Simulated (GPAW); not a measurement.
# FePt (Tetraferroplatinum) (P4/mmm) in GPAW: notebook, part 2 of 2

GPAW 26.7.0. Earlier steps stand in the parts before.

## Step 3: Band structure, LDA, collinear spin, ferromagnetic start, spin-orbit coupling

Contents of run.py:

```python
import numpy as np
from ase import Atoms
from ase.dft.bandgap import bandgap
from ase.io import write
from ase.units import GPa
from gpaw import GPAW, PW
from gpaw.spinorbit import soc_eigenstates

atoms = Atoms(['Pt', 'Fe'],
              cell=[[2.7235, 0.0, 0.0],
                    [0.0, 2.7235, 0.0],
                    [0.0, 0.0, 3.72]],
              scaled_positions=[[0.5, 0.5, 0.5],
                                [0.0, 0.0, 0.0]],
              pbc=True)
atoms.set_initial_magnetic_moments([0.0, 3.0])

calc = GPAW(mode=PW(600),
            xc='LDA',
            kpts={'size': (10, 10, 7), 'gamma': True},
            occupations={'name': 'fermi-dirac', 'width': 0.05},
            nbands=24,
            convergence={'density': 1e-05, 'energy': 1e-05},
            maxiter=150,
            txt='gpaw.txt')
atoms.calc = calc
energy = atoms.get_potential_energy()
forces = atoms.get_forces()
stress = atoms.get_stress()
calc.write('gs.gpw')
write('result.traj', atoms)
print(f'Energy: {energy:.6f} eV')
print('Forces (eV/A):')
print(forces.round(4))
print('Stress (GPa):', (stress / GPa).round(3))
print('Moments:', calc.get_magnetic_moments().round(3))
print('Fermi level:', round(calc.get_fermi_level(), 4), 'eV')
print(f'Gap: {bandgap(calc)[0]:.4f} eV, direct: {bandgap(calc, direct=True)[0]:.4f} eV')

path = atoms.cell.bandpath('GXMGZRAZ,XR,MA', npoints=60, eps=1e-4)
bs_calc = calc.fixed_density(kpts=path, symmetry='off', nbands=34,
                             convergence={'bands': 'CBM+6.0', 'eigenstates': 1e-6}, txt='bands.txt')
bs = bs_calc.band_structure()
bs.write('bs.json')
print(f'Gap on the path: {bandgap(bs_calc)[0]:.4f} eV')

soc = soc_eigenstates(bs_calc, theta=90, phi=45)
np.savetxt('soc_bands.dat', soc.eigenvalues(), fmt='%.4f')
mesh = soc_eigenstates('gs.gpw', theta=90, phi=45)
np.savetxt('soc_mesh.dat', mesh.eigenvalues(), fmt='%.4f')
print('Fermi level with spin-orbit coupling:', round(mesh.fermi_level, 4), 'eV')
```

Potentials or basis: the program's PAW data sets (release 1.2.1) made for this functional, pw.

On the command line:

```bash
> OMP_NUM_THREADS=1 python run.py
```

gpaw.txt:

```text
__  _  _
 | _ |_)|_||  |
 |__||  | ||/\| - 26.7.0

Input parameters:
  mode=PW(ecut=600.0),
  convergence={'density': 1e-05, 'energy': 1e-05},
  kpts=MonkhorstPack(size=(10, 10, 7), gamma=True),
  maxiter=150,
  nbands=24,
  occupations=Occupations(name='fermi-dirac', width=0.05),
  xc=XC(name='LDA')

Diagonalizing LCAO Hamiltonian
Converting LCAO to pw mode
   .------.
  /|      |
 * |      |
 | |      |
 | | Pt   |
 | .------.
 |/      /
 Fe-----*

Atoms  # Å, Bohr magnetons
|   | symbol |        x |        y |        z |    initial magnetic moments |
|---|--------|----------|----------|----------|-----------------------------|
| 0 |     Pt | 1.361750 | 1.361750 | 1.860000 | ( 0.0000,  0.0000,  0.0000) |
| 1 |     Fe | 0.000000 | 0.000000 | 0.000000 | ( 0.0000,  0.0000,  3.0000) |

Unit cell  # Å
| periodic |        x |        y |        z |  lengths |    angles |
|----------|----------|----------|----------|----------|-----------|
|      yes | 2.723500 | 0.000000 | 0.000000 | 2.723500 | 90.000000 |
|      yes | 0.000000 | 2.723500 | 0.000000 | 2.723500 | 90.000000 |
|      yes | 0.000000 | 0.000000 | 3.720000 | 3.720000 | 90.000000 |

Number of symmetries: 16
Symmetry operations  # r_c * U_cc + t_c -> r_c
|    | kind |            matrix            |
|----|------|------------------------------|
|  0 |  E   |  1, 0, 0,  0, 1, 0,  0, 0, 1 |
|  1 |  σ   |  1, 0, 0,  0, 1, 0,  0, 0,-1 |
|  2 |  σ   |  1, 0, 0,  0,-1, 0,  0, 0, 1 |
[... 160 lines left out ...]
|iter:  12| |  -18.262012c| -6.80 | -3.59 |  +3.2180|
|iter:  13| |  -18.262012c| -7.78c| -4.35 |  +3.2183|
|iter:  14| |  -18.262012c| -8.35c| -4.78 |  +3.2184|
|iter:  15| |  -18.262012c| -8.80c| -5.70c|  +3.2184|

Converged in 15 steps
Energy contributions relative to reference atoms: (reference = -534654.688239)

Energy contributions:
  Kinetic:          -1.947952
  Coulomb:           0.822800
  Zero:             -0.519614
  External:          0.000000
  Xc:              -16.611530
  Entropy:          -0.011430
  Spinorbit:         0.000000
  ----------------------------
  Free energy:     -18.267727
  Extrapolated:    -18.262012

dipole moment: (-6.681770, -6.681770, -9.126559)  # |e|*Ang

Total magnetic moment: (0.000000, 0.000000, 3.218397)

Local magnetic moments
|        x |        y |        z |
|----------|----------|----------|
| 0.000000 | 0.000000 | 0.372579 |  # Pt   0
| 0.000000 | 0.000000 | 2.793800 |  # Fe   1

Fermi level: 10.560
Eigenvalues  # (at kpt = [0.000, 0.000, 0.000])
| band index |      eig [eV] | occ [0-1] |      eig [eV] | occ [0-1] |
|------------|---------------|-----------|---------------|-----------|
|          0 |       -42.407 |     1.000 |       -42.138 |     1.000 |
|        ... |               |           |               |           |
|          4 |         4.257 |     1.000 |         4.782 |     1.000 |
|          5 |         4.409 |     1.000 |         4.806 |     1.000 |
|          6 |         7.195 |     1.000 |         8.169 |     1.000 |
|          7 |         7.195 |     1.000 |         8.169 |     1.000 |
|          8 |         7.737 |     1.000 |         9.758 |     1.000 |
|          9 |         8.619 |     1.000 |         9.792 |     1.000 |
[... 8 lines left out ...]
|         18 |        20.326 |     0.000 |        21.135 |     0.000 |
|         19 |        22.246 |     0.000 |        22.601 |     0.000 |
|        ... |               |           |               |           |
|         23 |        30.049 |     0.000 |        30.635 |     0.000 |

No gap
No difference between direct/indirect transitions

Forces  # eV/Ang
|        x |       y |       z |
|----------|---------|---------|
|  0.00000 | 0.00000 | 0.00000 |  # Pt   0
| -0.00000 | 0.00000 | 0.00000 |  # Fe   1

Stress tensor  # eV/Ang^3
|        x |        y |        z |
|----------|----------|----------|
| 0.083891 | 0.000000 | 0.000000 |
| 0.000000 | 0.083891 | 0.000000 |
| 0.000000 | 0.000000 | 0.073406 |

# Writing to gs.gpw (mode='')
```

bands.txt:

```text
Diagonalizing LCAO Hamiltonian
Converting LCAO to pw mode
convergence criteria:
- Maximum integral of absolute [eigenst]ate change: 1e-06 eV^2 / valence electron
maximum number of iterations: 150

SCF iterations
|iter     | |      energy | eigst |  dens |  magmom |
[... 27 lines left out ...]
         [0.5       , 0.5       , 0.        ],
         [0.44444444, 0.44444444, 0.        ],
         [0.38888889, 0.38888889, 0.        ],
         [0.33333333, 0.33333333, 0.        ],
         [0.27777778, 0.27777778, 0.        ],
         [0.22222222, 0.22222222, 0.        ],
[... 39 lines left out ...]
         [0.5       , 0.5       , 0.3       ],
         [0.5       , 0.5       , 0.4       ],
         [0.5       , 0.5       , 0.5       ]])),
  maxiter=150,
  nbands=34,
  occupations=Occupations(name='fermi-dirac', width=0.05),
  symmetry=Symmetry(point_group=False, time_reversal=False),
  xc=XC(name='LDA')
```

Run time: 54 s. Hardware: 1 thread of Intel Xeon 6975P-C (Granite Rapids), shared host; peak memory 0.4 GiB.

What came out:

* Free energy: -18.2677 eV
* Pressure: -12.9 GPa
* Band gap along the path: none (metal or under the smearing width)
* Net moment: 3.22 μB per cell
* Site moments: Pt +0.37; Fe +2.79 μB

Stress tensor (GPa, compression positive):
```
-13.44   0.00   0.00
  0.00 -13.44   0.00
  0.00   0.00 -11.76
```

Levels at the corners of the path, in eV from the Fermi level:
```csv
point,band 22,band 23,band 24,band 25,band 26,band 27
Γ,-0.53,-0.24,-0.11,0.49,1.45,1.66
X,-1.28,-1.22,-0.99,0.21,0.39,0.64
M,1.10,1.12,1.12,1.56,1.74,1.80
Γ,-0.53,-0.24,-0.11,0.49,1.45,1.66
Z,-1.75,-1.66,-1.40,-0.65,-0.44,-0.01
R,-0.60,-0.41,-0.22,-0.02,0.16,0.86
A,-0.92,0.53,0.60,0.83,1.77,6.26
Z,-1.75,-1.66,-1.40,-0.65,-0.44,-0.01
X,-1.28,-1.22,-0.99,0.21,0.39,0.64
R,-0.60,-0.41,-0.22,-0.02,0.16,0.86
M,1.10,1.12,1.12,1.56,1.74,1.80
A,-0.92,0.53,0.60,0.83,1.77,6.26
```

Caveat: spin-orbit coupling was added after a scalar SCF, so levels and gaps hold it while energy, forces, pressure and moments don't; this program's spin-orbit splittings come out too wide for heavy elements.
